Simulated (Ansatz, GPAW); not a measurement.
# The basis that the transmission of a Sc chain with a Cl atom bridging one bond needs

Wanted: the zero-bias transmission of a Sc chain with a Cl atom bridging one bond on a ladder of levels, with run times.

Method: Ansatz plane waves; Landauer transmission by layers, zero bias, in the first sound run; inputs show where later runs differ, in GPAW 26.7.0 and Ansatz 0.2.0.

Most raw output is cut from this account.

### Step 1. The structure

The cell holds 13 atoms: 12 Sc and 1 Cl. Its edges and angles: a = 9.000 Å, b = 9.000 Å, c = 33.800 Å, α = 90.0°, β = 90.0°, γ = 90.0°. Regions: left lead, 6 atoms (6 Sc); channel, 1 atom (1 Cl); right lead, 6 atoms (6 Sc). Vacuum lies along a and b. The structure is stacked along c, and the current runs across the ab planes.

### Step 2. Plane-wave reference (PBE)

A plane-wave run comes first: its basis does not favour the atoms, so it serves as the reference for the orbital bases.

input.yaml reads:

```yaml
crystal:
  lattice:
    - [9.0, 0.0, 0.0]
    - [0.0, 9.0, 0.0]
    - [0.0, 0.0, 33.8]
  atoms:
    - { symbol: Sc, position: [0.5, 0.5, 0.0414201183] }
    - { symbol: Sc, position: [0.5, 0.5, 0.124260355] }
    - { symbol: Sc, position: [0.5, 0.5, 0.2071005917] }
    - { symbol: Sc, position: [0.5, 0.5, 0.2899408284] }
    - { symbol: Sc, position: [0.5, 0.5, 0.3727810651] }
    - { symbol: Sc, position: [0.5, 0.5, 0.4556213018] }
    - { symbol: Cl, position: [0.680029627, 0.5, 0.5] }
    - { symbol: Sc, position: [0.5, 0.5, 0.5443786982] }
    - { symbol: Sc, position: [0.5, 0.5, 0.6272189349] }
    - { symbol: Sc, position: [0.5, 0.5, 0.7100591716] }
    - { symbol: Sc, position: [0.5, 0.5, 0.7928994083] }
    - { symbol: Sc, position: [0.5, 0.5, 0.875739645] }
    - { symbol: Sc, position: [0.5, 0.5, 0.9585798817] }
kpoints:
  mp_grid: { grid: [1, 1, 3] }
hamiltonian:
  xc: pbe
scf:
  occupations: { method: fermi_dirac, width: 0.1 }
output:
  transmission:
    leads: [[0, 1]]
    e_range: [-2, 2]
    de: 0.05
    kmesh: [1, 1]
    reduced_basis: true
  write_potential: true
  write_density: true
  volumetric_format: npy
  elf: true
```

The run is started by

```console
ansatz run input.yaml --threads 2 --pin off --max-ram 4096MiB --backend cpu --events-out ev --progress --plain --runs-dir out
```

Elapsed: 32 min, on 2 threads of Arm Neoverse V1, shared host; peak memory 3.1 GiB; 58 min of CPU time.

This run has no spin polarisation although its electron count is odd.

Numbers from this step:

| Property | Result |
| --- | --- |
| free energy | -26676.6571 eV |
| smearing term TS | 1.489 eV |
| symmetry operations | 4 |
| lead level | 0 eV from the Fermi level |
| transmission at the Fermi level (one spin) | 2.976 |
| open channels of the lead at the Fermi level (one spin) | 4 |
| step of the potential along the lead | 3.6 meV |
| offset of the lead | 0 Å |

One spin. The transmission, zone mean by energy, zero at the Fermi level:

```
energy (eV)  transmission, zone mean
     -2.000                    0.246
     -1.800                    0.385
     -1.600                    0.544
     -1.400                    0.700
     -1.200                    0.825
     -1.000                    0.916
     -0.800                    0.974
     -0.600                    1.000
     -0.400                    0.961
     -0.200                     1.71
      0.000                     2.98
      0.200                     3.01
      0.400                     2.91
      0.550                     4.02
      0.600                     3.98
      0.800                     2.61
      1.000                     2.47
      1.200                     2.30
      1.400                     1.93
      1.600                     1.01
      1.800                    0.903
      2.000                  0.00272
```

One spin. Table of open channels, zone mean by energy, zero at the Fermi level:

```
energy (eV)  open channels, zone mean
      -2.00                         1
      -1.85                         1
      -1.70                         1
      -1.60                         1
      -1.45                         1
      -1.30                         1
      -1.15                         1
      -1.05                         1
      -0.90                         1
      -0.75                         1
      -0.60                         1
      -0.50                         1
      -0.35                         3
      -0.20                         3
      -0.05                         4
       0.00                         4
       0.05                         4
       0.20                         4
       0.35                         4
       0.50                         6
       0.60                         6
       0.75                         4
       0.90                         4
       1.05                         4
       1.15                         4
       1.30                         4
       1.45                         4
       1.60                         2
       1.70                         2
       1.85                         1
       2.00                         1
```

Crystal 0, spin -, k parallel (0, 0); distinct values, listed up to 1.5 1/Å. Table of Im kz of the slowest decaying states by energy, zero at the Fermi level:

| energy (eV) | decay 1 (Å⁻¹) | decay 2 (Å⁻¹) | decay 3 (Å⁻¹) | decay 4 (Å⁻¹) |
| --- | --- | --- | --- | --- |
| -2.0000 | 0.659 | 0.690 | 0.690 | 0.964 |
| -1.7500 | 0.613 | 0.641 | 0.641 | 0.921 |
| -1.5000 | 0.564 | 0.586 | 0.586 | 0.875 |
| -1.2500 | 0.510 | 0.522 | 0.522 | 0.825 |
| -1.0000 | 0.445 | 0.446 | 0.450 | 0.770 |
| -0.7500 | 0.347 | 0.347 | 0.382 | 0.709 |
| -0.5000 | 0.191 | 0.191 | 0.297 | 0.638 |
| -0.2500 | 0.176 | 0.553 | 0.582 | 0.681 |
| 0.0000 | 0.446 | 0.476 | 0.619 | 0.619 |
| 0.2500 | 0.286 | 0.325 | 0.544 | 0.544 |
| 0.5000 | 0.441 | 0.441 | 0.750 | 0.935 |
| 0.7500 | 0.203 | 0.203 | 0.702 | 0.892 |
| 1.0000 | 0.314 | 0.314 | 0.651 | 0.846 |
| 1.2500 | 0.343 | 0.595 | 0.798 | 0.955 |
| 1.5000 | 0.100 | 0.104 | 0.350 | 0.533 |
| 1.7500 | 0.331 | 0.331 | 0.342 | 0.342 |
| 2.0000 | 0.0633 | 0.322 | 0.322 | 0.378 |

Crystal 0, spin -, k parallel (0, 0). Table of Re kz of states that move upwards by energy, zero at the Fermi level:

```csv
energy (eV),channel 1 (Å⁻¹),channel 2 (Å⁻¹),channel 3 (Å⁻¹),channel 4 (Å⁻¹),channel 5 (Å⁻¹),channel 6 (Å⁻¹)
-2.0000,0.321,-,-,-,-,-
-1.7500,0.390,-,-,-,-,-
-1.5000,0.450,-,-,-,-,-
-1.2500,0.505,-,-,-,-,-
-1.0000,0.557,-,-,-,-,-
-0.7500,0.606,-,-,-,-,-
-0.5000,0.654,-,-,-,-,-
-0.2500,-0.887,-0.887,0.700,-,-,-
0.0000,-0.723,-0.723,0.163,0.745,-,-
0.2500,-0.589,-0.589,0.292,0.789,-,-
0.5000,-0.444,-0.444,0.168,0.220,0.382,0.833
0.7500,0.426,0.445,0.456,0.878,-,-
1.0000,0.522,0.606,0.616,0.923,-,-
1.2500,0.585,0.789,0.795,0.970,-,-
1.5000,0.646,1.02,-,-,-,-
1.7500,0.709,1.10,-,-,-,-
2.0000,0.779,-,-,-,-,-
```

The electrostatic potential energy of an electron (with the applied field's), less the Fermi level, planar mean oscillates, so the rows of the table below give means over windows of 2.82 Å about each position, cut where the curve ends. Its maxima inside the range that stand out by 2 % of the span (Å: eV): 2.8: 2.64, 5.6: 2.65, 8.4: 2.65, 11.3: 2.65, 13.9: 2.77, 16.2: 1.79, 17.6: 1.79, 19.9: 2.77, 22.5: 2.65, 25.4: 2.65, 28.2: 2.65, 31.0: 2.64. Its minima: 1.4: 0.668, 4.2: 0.674, 7.0: 0.674, 9.9: 0.691, 12.5: 0.743, 15.4: 0.849, 16.9: 1.42, 18.4: 0.849, 21.3: 0.743, 23.9: 0.691, 26.8: 0.674, 29.6: 0.674, 32.4: 0.668.

The electrostatic potential energy of an electron (with the applied field's), less the Fermi level, planar mean by z; means over each step:

```csv
z (Å),"electrostatic potential energy of an electron (with the applied field's), less the Fermi level, planar mean (eV)"
1.41,1.81
4.23,1.81
7.05,1.81
9.87,1.81
12.69,1.87
15.51,1.65
18.33,1.67
21.15,1.87
23.97,1.81
26.79,1.81
29.61,1.81
32.43,1.75
```

The valence density, planar mean oscillates, so the rows of the table below give means over windows of 2.82 Å about each position, cut where the curve ends. Its maxima inside the range that stand out by 2 % of the span (Å: e/Å³): 1.4: 0.112, 4.2: 0.111, 7.0: 0.111, 9.9: 0.111, 12.5: 0.110, 15.4: 0.114, 17.0: 0.0675, 18.4: 0.114, 21.3: 0.110, 23.9: 0.111, 26.8: 0.111, 29.6: 0.111, 32.4: 0.112. Its minima: 2.8: 0.0144, 5.6: 0.0144, 8.4: 0.0145, 11.3: 0.0143, 14.1: 0.0145, 16.2: 0.0517, 17.6: 0.0517, 19.7: 0.0145, 22.5: 0.0143, 25.4: 0.0145, 28.2: 0.0144, 31.0: 0.0144.

The valence density, planar mean by z; means over each step:

```csv
z (Å),"valence density, planar mean (e/Å³)"
1.41,0.0483
4.23,0.0483
7.05,0.0482
9.87,0.0482
12.69,0.0483
15.51,0.0635
18.33,0.0627
21.15,0.0482
23.97,0.0482
26.79,0.0482
29.61,0.0483
32.43,0.0506
```

Electrostatic potential energy in the ca plane at fractional y = 0.500, with atoms of Sc and Cl within 0.2 Å of it. With pseudopotentials it is smooth inside the atoms' cores, unlike the true potential.

Values in eV, 13 rows by 16 columns, each cell a mean:
```
  2   2   2   2   2   2   2   2   2   2   2   2   2   2   2   2
  2   2   2   2   2   2   2   2   2   2   2   2   2   2   2   2
  1   1   1   1   1   1   2   1  -4  -4   1   2   1   1   1   1
  1   0   0   1   0   1   1  -1 -31 -31  -1   1   1   0   1   0
 -1  -5  -4  -1  -6  -3  -2  -7 -33 -33  -7  -2  -3  -6  -1  -4
 -5 -28 -22  -6 -33 -15  -9 -35 -14 -14 -35  -9 -15 -33  -6 -22
 -8 -42 -34 -10 -48 -25 -16 -52 -15 -15 -52 -16 -25 -48 -10 -34
 -3 -19 -15  -4 -23 -10  -7 -24  -6  -6 -24  -7 -10 -23  -4 -15
  0  -3  -2   0  -3  -1  -1  -3   0   0  -3  -1  -1  -3   0  -2
  1   1   1   1   1   1   1   1   1   1   1   1   1   1   1   1
  2   1   1   2   1   2   2   2   2   2   2   2   2   1   2   1
  2   2   2   2   2   2   2   2   2   2   2   2   2   2   2   2
  2   2   2   2   2   2   2   2   2   2   2   2   2   2   2   2
```
Columns run along c (16.0 Å, from fractional 0.24 to 0.71 of the cell; values clipped at the 3rd and 97th percentile), rows up along a (9.0 Å). Atoms in or near the plane, at fractional coordinates: Sc at (0.29, 0.50), Sc at (0.37, 0.50), Sc at (0.46, 0.50), Cl at (0.50, 0.68), Sc at (0.54, 0.50), Sc at (0.63, 0.50), Sc at (0.71, 0.50).

ELF in the ca plane at fractional y = 0.500, with atoms of Sc and Cl within 0.2 Å of it. It is the smooth field of the valence electrons, not physical close to the nuclei.

Values, 13 rows by 16 columns, each cell a mean:
```
0.01 0.01 0.01 0.01 0.01 0.01 0.00 0.00 0.02 0.02 0.00 0.00 0.01 0.01 0.01 0.01
0.08 0.04 0.04 0.06 0.02 0.03 0.02 0.04 0.30 0.30 0.04 0.02 0.03 0.02 0.06 0.04
0.36 0.13 0.14 0.31 0.08 0.14 0.10 0.20 0.76 0.76 0.20 0.10 0.14 0.08 0.31 0.14
0.68 0.23 0.29 0.65 0.13 0.33 0.28 0.36 0.79 0.79 0.36 0.28 0.33 0.13 0.65 0.29
0.64 0.16 0.23 0.62 0.10 0.30 0.34 0.22 0.73 0.73 0.22 0.34 0.30 0.10 0.62 0.23
0.28 0.52 0.45 0.32 0.59 0.38 0.33 0.56 0.44 0.44 0.56 0.33 0.38 0.59 0.32 0.45
0.16 0.48 0.46 0.21 0.47 0.41 0.33 0.47 0.36 0.36 0.47 0.33 0.41 0.47 0.21 0.46
0.38 0.40 0.37 0.37 0.45 0.35 0.25 0.49 0.36 0.36 0.49 0.25 0.35 0.45 0.37 0.37
0.70 0.15 0.29 0.64 0.08 0.47 0.49 0.06 0.49 0.49 0.06 0.49 0.47 0.08 0.64 0.29
0.60 0.19 0.30 0.53 0.14 0.53 0.61 0.19 0.55 0.55 0.19 0.61 0.53 0.14 0.53 0.30
0.24 0.09 0.12 0.19 0.07 0.27 0.35 0.14 0.35 0.35 0.14 0.35 0.27 0.07 0.19 0.12
0.04 0.03 0.03 0.03 0.03 0.07 0.08 0.04 0.09 0.09 0.04 0.08 0.07 0.03 0.03 0.03
0.01 0.01 0.01 0.01 0.01 0.01 0.01 0.00 0.00 0.00 0.00 0.01 0.01 0.01 0.01 0.01
```
Columns run along c (16.0 Å, from fractional 0.24 to 0.71 of the cell), rows up along a (9.0 Å). Atoms in or near the plane, at fractional coordinates: Sc at (0.29, 0.50), Sc at (0.37, 0.50), Sc at (0.46, 0.50), Cl at (0.50, 0.68), Sc at (0.54, 0.50), Sc at (0.63, 0.50), Sc at (0.71, 0.50).

Valence density in the ca plane at fractional y = 0.500, with atoms of Sc and Cl within 0.2 Å of it. It is the smooth field of the valence electrons, not physical close to the nuclei.

Ten steps, logarithmic in the rise over the least value, from '0' (0.0 e/Å³) to '9' (7.2 e/Å³), each cell a mean:
```
00000000000000000000000000000000000000000000
00000000000000000000000000000000000000000000
00000000000000000000000000000000000000000000
00000000000000000000000111100000000000000000
00000000000000000000012333210000000000000000
00000000000000000000023566421000000000000000
00000000000000000000135666642000000000000000
11100000111000000001136645642100000000011100
11111111111111111111235667643211111111111111
22235543222455422234555566555532223455322235
32368975324788742358986444479864235898532368
32479986335899842369997433589984236999732479
32479985324899742368996323589974236899632479
22357763223677532246774222357753224676422357
22223322222233221122332111223321122333222223
11111111111111111111111111111111111111111111
00000000000000000000000000000000000000000000
00000000000000000000000000000000000000000000
00000000000000000000000000000000000000000000
00000000000000000000000000000000000000000000
00000000000000000000000000000000000000000000
00000000000000000000000000000000000000000000
00000000000000000000000000000000000000000000
00000000000000000000000000000000000000000000
```
Columns run along c (16.0 Å, from fractional 0.24 to 0.71 of the cell), rows up along a (9.0 Å). Atoms in or near the plane, at fractional coordinates: Sc at (0.29, 0.50), Sc at (0.37, 0.50), Sc at (0.46, 0.50), Cl at (0.50, 0.68), Sc at (0.54, 0.50), Sc at (0.63, 0.50), Sc at (0.71, 0.50).

T at the Fermi level is 2.98 of 4 open channels a spin.

### Step 3. GPAW, dzp

Localised orbitals split the wire into layers that couple to their neighbours alone, which is what the Green's function method needs; double zeta with polarisation is the usual level for numbers.

This step: GPAW LCAO, PAW setups; Landauer transmission from Green's functions with principal layers (ASE), zero bias (GPAW 26.7.0).

run.py reads:

```python
import json
import numpy as np
from ase import Atoms
from ase.transport.calculators import TransportCalculator
from gpaw import GPAW, FermiDirac
from gpaw.lcao.tools import get_lcao_hamiltonian
from scipy.linalg import eigh

# The junction with lead layers at both ends, along the third cell vector
device = Atoms(
    ['Sc', 'Sc', 'Sc', 'Sc', 'Sc', 'Sc', 'Cl', 'Sc', 'Sc', 'Sc', 'Sc', 'Sc', 'Sc'],
    positions=[
        [4.50000, 4.50000, 1.40000],
        [4.50000, 4.50000, 4.20000],
        [4.50000, 4.50000, 7.00000],
        [4.50000, 4.50000, 9.80000],
        [4.50000, 4.50000, 12.60000],
        [4.50000, 4.50000, 15.40000],
        [6.12027, 4.50000, 16.90000],
        [4.50000, 4.50000, 18.40000],
        [4.50000, 4.50000, 21.20000],
        [4.50000, 4.50000, 24.00000],
        [4.50000, 4.50000, 26.80000],
        [4.50000, 4.50000, 29.60000],
        [4.50000, 4.50000, 32.40000]],
    cell=[[9.0, 0.0, 0.0], [0.0, 9.0, 0.0], [0.0, 0.0, 33.8]],
    pbc=True)

# One principal layer of the lead: the first 4 atoms of the device
lead = Atoms(
    ['Sc', 'Sc', 'Sc', 'Sc'],
    positions=[
        [4.50000, 4.50000, 1.40000],
        [4.50000, 4.50000, 4.20000],
        [4.50000, 4.50000, 7.00000],
        [4.50000, 4.50000, 9.80000]],
    cell=[[9.0, 0.0, 0.0], [0.0, 9.0, 0.0], [0.0, 0.0, 11.2]],
    pbc=True)

settings = dict(mode='lcao', basis='dzp', xc='PBE', h=0.2,
                occupations=FermiDirac(0.1), maxiter=250,
                mixer=dict(beta=0.1, nmaxold=8, weight=100.0),
                convergence=dict(density=0.0001))
energies = np.arange(-2, 2 + 1e-9, 0.05)
eta = 0.0001
n1, n2 = 1, 1
# k and -k transmit alike, so half of the mesh across the current serves
mesh = [(i, j) for i in range(n1) for j in range(n2) if (i, j) <= (-i % n1, -j % n2)]
weights = np.array([1 if (i, j) == (-i % n1, -j % n2) else 2 for i, j in mesh]) / (n1 * n2)

# [... helper functions left out ...]
fermi_lead = ground_state(lead, (1, 1, 10), 'lead.txt')
fermi_device = ground_state(device, (1, 1, 3), 'device.txt')
# [... loop over the mesh left out, but for ...]
        # Shift the lead onto the potential of the device's first layer
        shift = ((H[:, 0, 0] - H0[:, 0, 0]) / S0[0, 0]).real.mean()
# [...]
kT = 8.617333e-5 * 200
bias = [0.1, 0.2, 0.5, 1.0, 1.5, 2.0]
# [... integrals and printing left out ...]
```

The run is started by

```console
OMP_NUM_THREADS=1 OPENBLAS_NUM_THREADS=2 python run.py
```

Wall time 2.7 min (2 threads); peak memory 1.2 GiB.

Numbers from this step:

```
conductance                                    : 2.751 G₀
largest coupling past the next principal layer : 1.53e-8 eV
largest misfit of the first principal layer    : 0.01455 eV
shift that aligns the lead                     : -0.002048 eV
basis functions of the junction                : 361
basis functions of a principal layer           : 116
transmission at the Fermi level (one spin)     : 2.943
```

One spin. Transmission, zone mean against energy, zero at the Fermi level:

```csv
energy (eV),"transmission, zone mean"
-2.00,0.255
-1.80,0.413
-1.60,0.588
-1.45,0.709
-1.25,0.837
-1.05,0.926
-0.85,0.978
-0.65,0.998
-0.50,0.992
-0.30,1.41
-0.10,1.76
0.00,2.94
0.10,3.00
0.15,3.00
0.30,2.99
0.50,2.35
0.60,3.30
0.65,1.26
0.75,2.43
0.85,2.37
1.05,2.24
1.25,2.12
1.45,1.30
1.60,1.10
1.65,1.14
1.80,0.795
2.00,0.0289
```

Not self-consistent under bias; the bias window is split evenly. The current through one cell, from the zero-bias transmission by bias:

```csv
bias (V),"current through one cell, from the zero-bias transmission (μA)"
0.100,20.8
0.200,40.1
0.500,94.9
1.000,173
1.500,238
2.000,302
```

The transmission of the three most open eigenchannels by energy, zero at the Fermi level:

```csv
energy (eV),channel 1,channel 2,channel 3
-2.000,0.255,1.6e-10,0
-1.800,0.413,1.6e-10,0
-1.600,0.588,1.5e-10,0
-1.400,0.745,1.5e-10,0
-1.200,0.863,1.5e-10,0
-1.000,0.942,1.4e-10,0
-0.800,0.986,1.4e-10,0
-0.600,0.998,1.3e-10,0
-0.400,0.968,2.0e-9,1.5e-9
-0.200,0.987,0.634,0.0811
0.000,0.998,0.859,0.774
0.200,0.997,0.961,0.710
0.400,0.998,0.925,0.661
0.600,0.995,0.941,0.828
0.800,0.975,0.901,0.316
1.000,0.894,0.764,0.412
1.200,0.865,0.592,0.400
1.400,0.810,0.510,0.253
1.600,0.926,0.170,9.7e-11
1.800,0.795,6.2e-7,1.1e-10
2.000,0.0289,1.1e-7,1.2e-10
```

At the Fermi level T is 2.94 against 2.98 in plane waves. Couplings past the next layer reach 1.5e-8 eV, small enough to drop; the matrix elements of the cell's first layer differ from the bulk lead's by up to 0.015 eV. That layer keeps its own values in the calculation, and only beyond it is the lead taken as perfect. The Fermi levels of lead and junction count from different zeros of potential, one for each periodic cell; with both set to zero, the small remaining shift is what aligns them. By hand: G = 2.751 × 77.48 μS = 213 μS, a resistance of 4.69 kΩ; at 0.1 V a linear junction would pass 21.3 μA, and the integral over the bias window gives 20.8 μA.

(Continued in part 2 of 2.)

[Logs are printed without paths, hosts, clocks, repeated set-up lines and the standing remarks that a program may print on its own settings, such as how far it seeks lower states.]

[Hosts, paths, dates, database ids (printed as entryN), source tags and the programs' standing remarks are cut or masked in the printed files.]
